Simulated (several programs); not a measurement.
**What each method gives for KCl (Fm-3m)**

KCl (started from an entry of an open crystallographic database), relaxed with r2SCAN in Ansatz, was computed with several methods. Space group Fm-3m (No. 225), cubic; a = 6.290 Å in the conventional setting, 31.10 Å³ an atom. K has 6 Cl at 3.14 Å; Cl has 6 K at 3.14 Å. (Simulation; spin polarisation is off.)

```cif
data_structure
_symmetry_space_group_name_H-M 'Fm-3m'
_symmetry_Int_Tables_number 225
_cell_length_a 6.2897
_cell_length_b 6.2897
_cell_length_c 6.2897
_cell_angle_alpha 90.000
_cell_angle_beta 90.000
_cell_angle_gamma 90.000
_cell_volume 248.82
loop_
_atom_site_label
_atom_site_type_symbol
_atom_site_symmetry_multiplicity
_atom_site_Wyckoff_symbol
_atom_site_fract_x
_atom_site_fract_y
_atom_site_fract_z
_atom_site_occupancy
K1 K 4 a 0.00000 0.00000 0.00000 1
Cl1 Cl 4 b 0.50000 0.00000 0.00000 1
```

Gaps and times are for a single point on this cell; volume and bulk modulus come from each method's own relaxation or energy curve at fixed shape. Times are rough, from shared hosts (Intel Xeon 6975P-C; Intel Xeon Platinum 8259CL CPU @ 2.50GHz), and each method has its own mesh and cell size. PM6 (MOPAC), PM7 (MOPAC), GFN1-xTB (tblite), GFN2-xTB (tblite) treat a cluster of cells at its zone centre, which samples few k points: where these miss a band edge, the gap comes out too large for that reason alone. Gaps from k meshes are read at a limited set of points (mesh, symmetry points, PBE's band edges), so each method's own least gap may be somewhat smaller. Force fields have no electrons; where one was fitted to this phase, its volume and modulus reflect the fit. xTB and the PM methods were fitted mostly to molecules, and can miss a solid's gap by electronvolts. Minimal bases can be far off for gaps. Times of the plane-wave rungs are withheld (a dash), since they come from other jobs, hosts and meshes; the meshes of hybrids and Hartree-Fock don't converge their gaps to the digits shown. GLLB-SC's gap includes the derivative discontinuity. G0W0 is at finite bands, cutoff and mesh. d marks a direct gap, i an indirect one (no mark: not told apart), a dash a value that wasn't computed or didn't pass its checks.

```tsv
method	kind	gap (eV)	own volume (Å³/atom)	bulk modulus (GPa)	atoms computed	processor time
PBEsol	semilocal	–	30.42	–	2	–
ffield.eim (LAMMPS)	force field	–	–	–	2	0.15 s
light PBE (260 eV, its own mesh)	light plane-wave	5.20 d	–	–	2	0.4 s
PBE	semilocal	5.19 d	32.44	16	2	–
r2SCAN	semilocal	5.83 d	31.10	19	2	–
LDA	semilocal	4.75 d	28.05	–	2	–
PM7 (MOPAC)	semi-empirical	12.58	30.36	48	cluster	3.1 s
GFN1-xTB (tblite)	tight binding	3.07	–	–	cluster	3.2 s
PM6 (MOPAC)	semi-empirical	10.53	–	–	cluster	3.4 s
G0W0@r2SCAN (180 eV screening cutoff)	many-body	8.35	–	–	2	–
GFN2-xTB (tblite)	tight binding	2.91	33.58	11	cluster	6.1 s
GLLB-SC (GPAW)	model potential	9.89	–	–	2	8 s
PBE/SZV (CP2K)	small basis	4.00 d	33.11	20	2	8.7 s
G0W0@PBE (260 eV screening cutoff)	many-body	8.06	–	–	2	–
PBE/single zeta (GPAW)	small basis	4.76 d	–	–	2	15 s
PBE/DZVP (CP2K)	small basis	5.18 d	32.75	16	2	17 s
G0W0@PBE0 (180 eV screening cutoff)	many-body	8.83	–	–	2	–
G0W0@HSE06 (180 eV screening cutoff)	many-body	8.62	–	–	2	–
G0W0@LDA (140 eV screening cutoff)	many-body	7.76	–	–	2	–
PBE0	hybrid	7.24 d	–	–	2	–
HSE06	hybrid	6.51 d	31.91	–	2	–
DDH-PBE0	hybrid	8.75 d	–	–	2	–
Hartree-Fock	exact exchange	13.45 d	–	–	2	–
r2SCAN0	hybrid	7.57 d	–	–	2	–
```

Against HSE06 (6.51 eV) the nearest gap at the points sampled is that of r2SCAN (-0.67 eV) and the farthest that of Hartree-Fock (+6.95 eV). HSE06 is only a yardstick of convenience: for gaps this wide it usually falls short of measured ones, so a larger value can be the better one.

Volumes against r2SCAN's: PBEsol -2.2 %, PBE +4.3 %, LDA -9.8 %, PM7 (MOPAC) -2.4 %, GFN2-xTB (tblite) +8.0 %, PBE/SZV (CP2K) +6.5 %, PBE/DZVP (CP2K) +5.3 %, HSE06 +2.6 %.
